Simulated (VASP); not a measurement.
Wanted: the native input for a VASP 6.6.1 run.

```
Task                   : relaxation of cell and atoms
Functional             : r2SCAN
Potentials or basis    : VASP PAW PBE potentials, release 64 (C, O)
Cutoff                 : 600 eV
k mesh                 : 5 × 5 × 5
Occupations            : gaussian, width 0.02 eV
Spin                   : no spin polarisation
Further INCAR settings : ALGO = Normal; EDIFF = 1e-07; IBRION = 2; EDIFFG = -0.004; NSW = 80; ISIF = 3
```

The structure of CO2 lies in POSCAR:

```
CO2
1.0
    5.6200000000      0.0000000000      0.0000000000
    0.0000000000      5.6200000000      0.0000000000
    0.0000000000      0.0000000000      5.6200000000
C O
4 8
Direct
    0.0000000000      0.0000000000      0.0000000000
    0.5000000000      0.0000000000      0.5000000000
    0.5000000000      0.5000000000      0.0000000000
    0.0000000000      0.5000000000      0.5000000000
    0.1670000000      0.1670000000      0.1670000000
    0.3330000000      0.8330000000      0.6670000000
    0.6670000000      0.3330000000      0.8330000000
    0.8330000000      0.6670000000      0.3330000000
    0.8330000000      0.8330000000      0.8330000000
    0.6670000000      0.1670000000      0.3330000000
    0.3330000000      0.6670000000      0.1670000000
    0.1670000000      0.3330000000      0.6670000000
```

The input as run:

INCAR

```
SYSTEM = CO2
PREC = Accurate
ENCUT = 600
EDIFF = 1E-7
ISMEAR = 0
SIGMA = 0.02
LREAL = .False.
LASPH = .True.
NELM = 60
ALGO = Normal
ISIF = 3
LWAVE = .False.
LCHARG = .False.
METAGGA = R2SCAN
LMIXTAU = .True.
IBRION = 2
NSW = 80
EDIFFG = -0.004
```

KPOINTS

```
regular mesh
0
Gamma
  5 5 5
  0 0 0
```

Potentials or basis: VASP PAW PBE potentials, release 64 (C, O).

Launch:

```sh
$ cat potpaw_PBE.64/C/POTCAR potpaw_PBE.64/O/POTCAR > POTCAR
$ mpirun -np 1 vasp_std > vasp.out
```

Results of the run:

| Property | Result |
| --- | --- |
| Relaxed volume | 13.74 Å³/atom |
| Relaxed cell | a = 5.483 Å, b = 5.483 Å, c = 5.483 Å, α = 90.00°, β = 90.00°, γ = 90.00° |
| Space group after relaxing (to 0.05 Å) | Pa-3 (No. 205) |
| Energy gained by relaxing | 2863.0 meV/atom |
| Ionic steps | 22 |
| Pressure after relaxing | 0.0 GPa |
| Largest force after relaxing | 0.004 eV/Å |
| Band gap on the k mesh | 7.48 eV, direct |

Caveat: the PAW data sets were made with another functional, which shifts forces and pressure a little; an odd mesh through Γ misses points on the zone boundary, where band edges often lie.

It took 56 min on 1 thread of Intel(R) Xeon(R) 6975P-C (Granite Rapids), on a shared host, peak memory 0.41 GiB.
